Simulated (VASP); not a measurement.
The system is TaN.

```
CELL_PARAMETERS angstrom
2.94993 0.00000 0.00000
-1.47496 2.55471 0.00000
0.00000 0.00000 2.89824
ATOMIC_POSITIONS crystal
Ta 0.33333 0.66667 0.50000
N 0.00000 0.00000 0.00000
```

| Quantity | Value |
| --- | --- |
| Program | VASP 6.6.1 |
| Task | relaxation of cell and atoms |
| Functional | PBEsol |
| Potentials or basis | VASP PAW PBE potentials, release 64 (Ta_pv, N) |
| Cutoff | 600 eV |
| k mesh | 12 × 12 × 8 |
| Occupations | fermi-dirac, width 0.02 eV |
| Spin | no spin polarisation |

At the start: pressure -8.7 GPa; volume 10.92 Å³/atom.

Where does the relaxation end?

Over 9 steps the energy falls by 7.6 meV/atom and the volume is 10.65 Å³/atom (-2.5 %); space group P-6m2 (No. 187, to 0.05 Å).

The path:
```tsv
step	energy change (eV)	largest force (eV/Å)	pressure (GPa)	volume (Å³)
1	0.0000	0.0000	-8.74	21.84
2	0.0847	0.0000	26.15	20.01
3	-0.0152	0.0000	-0.23	21.31
4	-0.0152	0.0000	-0.04	21.30
5	-0.0152	0.0000	0.15	21.29
6	-0.0152	0.0000	-0.35	21.32
7	-0.0152	0.0000	-0.08	21.30
8	-0.0152	0.0000	0.09	21.29
9	-0.0152	0.0000	0.01	21.30
```

Final structure:
```
CELL_PARAMETERS angstrom
2.92544 0.00000 0.00000
-1.46272 2.53350 0.00000
0.00000 0.00000 2.87343
ATOMIC_POSITIONS crystal
Ta 0.33333 0.66667 0.50000
N 0.00000 0.00000 0.00000
```

Caveat: the PAW data sets were made with another functional, which shifts forces and pressure a little.
